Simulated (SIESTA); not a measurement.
The system is PbS.

```
Pb S
1.0
     2.07995   -5.99130    0.00000
     2.07995    5.99130    0.00000
     0.00000    0.00000    4.27932
Pb S
2 2
Direct
  0.13056 0.86944 0.25000
  0.86944 0.13056 0.75000
  0.35480 0.64520 0.25000
  0.64520 0.35480 0.75000
```

Measurements of this composition are mostly on another form, of space group No. 225.

Base run:

* Program: SIESTA 5.4.2
* Functional: BLYP
* Potentials or basis: PseudoDojo 0.4 standard (PBE files)
* Basis: DZP (energy shift 0.003 Ry; two zetas on semicore shells)
* Grid cutoff: 500 Ry
* Energy shift: 0.003 Ry
* k mesh: 7 × 7 × 6
* Occupations: fermi-dirac, width 0.05 eV
* Spin: no spin polarisation

Its results: band gap on the k mesh 1.24 eV, indirect (least direct gap 1.49 eV); pressure 5.8 GPa; largest force 0.453 eV/Å.

The run is repeated on the same cell with these changes: functional from BLYP to vdW-DF-cx. What comes out?

Band gap on the k mesh 1.15 eV, indirect (least direct gap 1.41 eV); pressure -0.2 GPa; largest force 0.301 eV/Å.

Caveats: the potentials were made for another functional, which shifts forces and pressure; spin-orbit coupling is left out, which as a rule narrows the gap of such compounds by several tenths of an eV; the mesh misses the band edges, which the band path finds closer together; the basis of atomic orbitals isn't converged, which shifts pressures, moduli and gaps.
